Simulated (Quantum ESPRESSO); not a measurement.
Hf:

```
Hf
1.0
     3.19670    0.00000    0.00000
    -1.59835    2.76842    0.00000
     0.00000    0.00000    5.05780
Hf
2
Direct
  0.66667 0.33333 0.75000
  0.33333 0.66667 0.25000
```

Below is the output of Quantum ESPRESSO 7.5 for this cell. Logs are shortened: lines on timing, memory, paths and dates and some standing lists are left out, and cuts for length are marked.

```text
This program is part of the open-source Quantum ESPRESSO suite
     for quantum simulation of materials; please cite
         "P. Giannozzi et al., J. Phys.:Condens. Matter 21 395502 (2009);
         "P. Giannozzi et al., J. Phys.:Condens. Matter 29 465901 (2017);
         "P. Giannozzi et al., J. Chem. Phys. 152 154105 (2020);
     in publications or presentations arising from this work. More details at

     IMPORTANT: XC functional enforced from input :
     Exchange-correlation= VDW-DF2-B86R
                           (   1   4  26   0   2   0   0)
     Any further DFT definition will be discarded
     Please, verify this is what you really want

     Message from routine setup:
     using ibrav=0 with symmetry is DISCOURAGED, use correct ibrav instead

     G-vector sticks info
     --------------------
     sticks:   dense  smooth     PW     G-vecs:    dense   smooth      PW
     Sum         583     583    163                18101    18101    2911

     Using Slab Decomposition

     bravais-lattice index     =            0
     lattice parameter (alat)  =       6.0409  a.u.
     unit-cell volume          =     302.0596 (a.u.)^3
     number of atoms/cell      =            2
     number of atomic types    =            1
     number of electrons       =        24.00
     number of Kohn-Sham states=           19
     kinetic-energy cutoff     =      58.0000  Ry
     charge density cutoff     =     232.0000  Ry
     scf convergence threshold =      4.0E-10
     mixing beta               =       0.5000
     number of iterations used =            8  plain     mixing
     energy convergence thresh.=      1.0E-05
     force convergence thresh. =      4.0E-04
     press convergence thresh. =      3.0E-01
     Exchange-correlation= VDW-DF2-B86R
                           (   1   4  26   0   2   0   0)
     nstep                     =           40

     celldm(1)=   6.040888  celldm(2)=   0.000000  celldm(3)=   0.000000
     celldm(4)=   0.000000  celldm(5)=   0.000000  celldm(6)=   0.000000

     crystal axes: (cart. coord. in units of alat)
               a(1) = (   1.000000   0.000000   0.000000 )
               a(2) = (  -0.500000   0.866025   0.000000 )
               a(3) = (   0.000000   0.000000   1.582194 )

     reciprocal axes: (cart. coord. in units 2 pi/alat)
[... 1580 lines left out ...]
               a(2) = (  -0.496780   0.860448   0.000000 )
               a(3) = (  -0.000000  -0.000000   1.570232 )

     reciprocal axes: (cart. coord. in units 2 pi/alat)
               b(1) = (  1.006482  0.581093  0.000000 )
               b(2) = ( -0.000000  1.162185  0.000000 )
               b(3) = ( -0.000000 -0.000000  0.636849 )

     PseudoPot. # 1 for Hf read from file:
     Hf.upf
     Pseudo is Norm-conserving + core correction, Zval = 12.0
     Generated using ONCVPSP code by D. R. Hamann
     Using radial grid of 1656 points,  8 beta functions with:
                l(1) =   0
                l(2) =   0
                l(3) =   1
                l(4) =   1
                l(5) =   2
                l(6) =   2
                l(7) =   3
                l(8) =   3

     atomic species   valence    mass     pseudopotential
     Hf               12.00   178.49000     Hf( 1.00)

     24 Sym. Ops., with inversion, found (12 have fractional translation)

   Cartesian axes

     site n.     atom                  positions (alat units)
         1        Hf     tau(   1) = (   0.4967799   0.2868160   1.1776738  )
         2        Hf     tau(   2) = (  -0.0000000   0.5736320   0.3925579  )

     number of k points=    42  Fermi-Dirac smearing, width (Ry)=  0.0037
                       cart. coord. in units 2pi/alat
        k(    1) = (   0.0000000   0.0000000   0.0000000), wk =   0.0040000
        k(    2) = (  -0.0000000  -0.0000000   0.1273697), wk =   0.0080000
        k(    3) = (  -0.0000000  -0.0000000   0.2547395), wk =   0.0080000
        k(    4) = (  -0.0000000   0.1162185   0.0000000), wk =   0.0240000
        k(    5) = (  -0.0000000   0.1162185   0.1273697), wk =   0.0480000
        k(    6) = (  -0.0000000   0.1162185   0.2547395), wk =   0.0480000
[... 34 lines left out ...]
        k(   41) = (   0.3019446   0.5229833   0.1273697), wk =   0.0480000
        k(   42) = (   0.3019446   0.5229833   0.2547395), wk =   0.0480000

     Dense  grid:    17727 G-vectors     FFT dimensions: (  30,  30,  48)

     Initial potential from superposition of free atoms

     starting charge      23.9963, renormalised to      24.0000
     Starting wfcs are   20 randomized atomic wfcs

     Self-consistent Calculation

     iteration #  1     ecut=    58.00 Ry     beta= 0.50
     Davidson diagonalization with overlap
     c_bands:  1 eigenvalues not converged
     c_bands:  1 eigenvalues not converged
     c_bands:  1 eigenvalues not converged
     c_bands:  2 eigenvalues not converged
     c_bands:  1 eigenvalues not converged
     c_bands:  1 eigenvalues not converged
     ethr =  1.00E-06,  avg # of iterations = 13.7
[... 145 lines left out ...]
   -46.8474 -46.8366 -15.9982 -15.9331 -15.4840 -15.4262 -15.3797 -15.3566
    11.1184  11.6781  13.5876  14.0611  15.7100  16.0169  16.8768  18.1826
    20.1566  20.4288  20.7912

          k = 0.0000-0.5811-0.0000 (  2224 PWs)   bands (ev):

   -46.8512 -46.8251 -15.9461 -15.7863 -15.7362 -15.5197 -15.4321 -15.2875
    11.4802  12.0303  12.5703  14.1388  15.5985  15.7658  16.5686  20.8092
    21.3360  21.4169  21.9682

          k = 0.0000-0.5811 0.1274 (  2210 PWs)   bands (ev):
[... 179 lines left out ...]
          total   stress  (Ry/bohr**3)                   (kbar)     P=       -0.05
   0.00000063  -0.00000000   0.00000000            0.09       -0.00        0.00
  -0.00000000   0.00000063   0.00000000           -0.00        0.09        0.00
   0.00000000   0.00000000  -0.00000234            0.00        0.00       -0.34

=------------------------------------------------------------------------------=
   JOB DONE.
=------------------------------------------------------------------------------=
```

**Question.** Write the input and the command behind it.

**Answer.** Relaxation of cell and atoms with rev-vdW-DF2, no spin polarisation. The files as run (others can give the same):

pw.in
```
&CONTROL
  calculation = 'vc-relax'
  prefix = 'pwscf'
  outdir = './tmp'
  pseudo_dir = './pseudo'
  tprnfor = .true.
  tstress = .true.
  disk_io = 'low'
  nstep = 40
  forc_conv_thr = 0.0004
  etot_conv_thr = 1d-05
/
&SYSTEM
  ibrav = 0
  nat = 2
  ntyp = 1
  ecutwfc = 58
  nbnd = 19
  input_dft = 'vdw-df2-b86r'
  occupations = 'smearing'
  smearing = 'fd'
  degauss = 0.00367493
/
&ELECTRONS
  conv_thr = 4d-10
  electron_maxstep = 120
  mixing_beta = 0.5
/
&IONS
  ion_dynamics = 'bfgs'
/
&CELL
  cell_dynamics = 'bfgs'
  press = 0
  press_conv_thr = 0.3
/
ATOMIC_SPECIES
Hf   178.4900 Hf.upf
CELL_PARAMETERS bohr
   6.0408875026    0.0000000000    0.0000000000
  -3.0204437513    5.2315620387    0.0000000000
   0.0000000000    0.0000000000    9.5578567931
ATOMIC_POSITIONS bohr
Hf     3.0204437516    1.7438540127    7.1683925948
Hf    -0.0000000003    3.4877080260    2.3894641983
K_POINTS automatic
10 10 5 0 0 0
```

Potentials or basis: PseudoDojo 0.4.1 SR PBE standard.
Launch:
```bash
$ OMP_NUM_THREADS=1 pw.x -in pw.in > pw.out
```

Caveat: the potentials were made for another functional, which shifts forces and pressure.
